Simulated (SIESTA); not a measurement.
**Si in SIESTA: convergence with Tolerance**

Input of the first run (Tolerance 0.1); the others differ in this setting and in those tied to it:

Contents of Si.fdf:

```
SystemName                      Si
SystemLabel                     Si
NumberOfSpecies                 1
NumberOfAtoms                   2
%block ChemicalSpeciesLabel
  1  14 Si
%endblock ChemicalSpeciesLabel

LatticeConstant                 1.0 Ang
%block LatticeVectors
     0.0000000000     2.7218511865     2.7218511865
     2.7218511865     0.0000000000     2.7218511865
     2.7218511865     2.7218511865     0.0000000000
%endblock LatticeVectors
AtomicCoordinatesFormat         Fractional
%block AtomicCoordinatesAndAtomicSpecies
     0.5093070000     0.4893590000     0.5031720000  1  Si
     0.7438730000     0.7519100000     0.7438630000  1  Si
%endblock AtomicCoordinatesAndAtomicSpecies

%block kgrid.MonkhorstPack
    6   0   0  0.0
    0   6   0  0.0
    0   0   6  0.0
%endblock kgrid.MonkhorstPack
XC.Functional                   GGA
XC.Authors                      PBE
PAO.BasisSize                   DZP
PAO.EnergyShift                 0.003 Ry
Mesh.Cutoff                     500 Ry
OccupationFunction              FD
ElectronicTemperature           0.05 eV
MaxSCFIterations                120
SCF.MustConverge                false
SCF.Mixer.Method                Pulay
SCF.Mixer.Weight                0.25
SCF.Mixer.History               8
SCF.DM.Tolerance                1.0e-01
SCF.H.Tolerance                 1.0e+00 eV
WriteForces                     true
Charge.Mulliken                 end
```

Potentials or basis: PseudoDojo 0.4 standard (PBE files), DZP (energy shift 0.003 Ry).

The run is started by

```sh
$ siesta < Si.fdf > Si.out 2>&1
```

The cell isn't the ideal one: atoms moved at random, drawn with an rms of 0.05 Å.

Hardware: 1 thread of Arm Neoverse V1, on a shared host.

Task: The values tried are 0.1, 0.01, 0.001, 0.0001, 1e-05, 1e-06, loosest first. From which on does the gap on the mesh stay within 0.01 eV of the tightest run that finished?

Result: From 0.01 on.

```
Tolerance  energy less the tightest run, at zero smearing (meV/atom)  pressure (GPa)  largest force (eV/Å)  gap on the mesh (eV)  SCF cycles  CPU time (s)  peak memory (GiB)
      0.1                                                       3.52            4.12                 0.956                 0.338           2            15               0.23
     0.01                                                       0.00            2.83                 0.957                 0.223           4            20               0.23
    0.001                                                       0.00            2.82                 0.958                 0.219           5            22               0.23
   0.0001                                                       0.00            2.82                 0.958                 0.220           7            26               0.23
    1e-05                                                       0.00            2.82                 0.958                 0.220           8            29               0.23
    1e-06                                                       0.00            2.82                 0.958                 0.220           8            28               0.23
```

Against the tightest run, the energy stays within 1 meV/atom from 0.01 on; the pressure stays within 0.1 GPa from 0.01 on; the largest force stays within 0.005 eV/Å from 0.1 on. The tightest run that finished is the yardstick and may itself not be fully converged.

Caveat, for the tightest run too: the basis of atomic orbitals isn't converged, which shifts pressures, moduli and gaps.
